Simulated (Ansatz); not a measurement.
# Si (Fmmm), random displacements

Level of theory: Ansatz 0.2.0, DFT LDA, scalar-relativistic, plane waves, PAW. Settings: plane waves to 420 eV, k-mesh 10×10×8 (Γ-centred), Gaussian smearing 0.15 eV. No spin polarisation. Energies are free energies at this smearing, counted from the undisturbed cell; pressure is positive in compression.

Zero of the scan (relaxed at this level; this form isn't the usual structure):

```xyz
8
Lattice="4.5521 -2.4347 0.0000 4.5521 2.4347 0.0000 0.0000 0.0000 5.3276" Properties=species:S:1:pos:R:3 pbc="T T T"
Si    4.5521    0.0000    4.1050
Si    4.5521    0.0000    1.2227
Si    4.5521    2.4347    1.4412
Si    4.5521   -2.4347    3.8865
Si    6.6117    0.0000    2.6638
Si    2.0595    0.0000    0.0000
Si    2.4926    0.0000    2.6638
Si    7.0447    0.0000    0.0000
```

The atoms are displaced (Å, in the unstrained cell):

```csv
atom,ux,uy,uz
Si1,0.044,0.263,0.368
Si2,-0.114,-0.364,-0.172
Si3,-0.259,-0.175,-0.227
Si4,-0.119,0.004,0.039
Si5,-0.014,-0.182,-0.058
Si6,0.263,-0.083,-0.153
Si7,0.098,0.603,-0.032
Si8,0.102,-0.067,0.235
```

Strain (Voigt, engineering shear): (0.0236, 0.0250, 0.0091, 0.0361, -0.0113, 0.0810).

Q: What are the energy change, the stress and the forces?

A: ΔE = 934.2 meV/atom; stress (xx, yy, zz, yz, xz, xy; compression positive) (12.07, 37.91, 9.02, -5.32, 6.01, -13.18) GPa.
```
atom Fx (eV/Å) Fy Fz
 Si1       1.11   -0.02  -5.36
 Si2      -0.13   -0.36   5.51
 Si3       5.92   -0.66   3.86
 Si4       0.29    1.22  -1.11
 Si5      -5.48   17.21   0.44
 Si6      -1.20    0.20  -0.35
 Si7       5.27  -17.90   0.38
 Si8      -5.78    0.30  -3.38
```

Cost: 1 run of about 1.4 core-minutes, on Oxide Virtual Turin-like Processor (Zen 5) (shared hosts).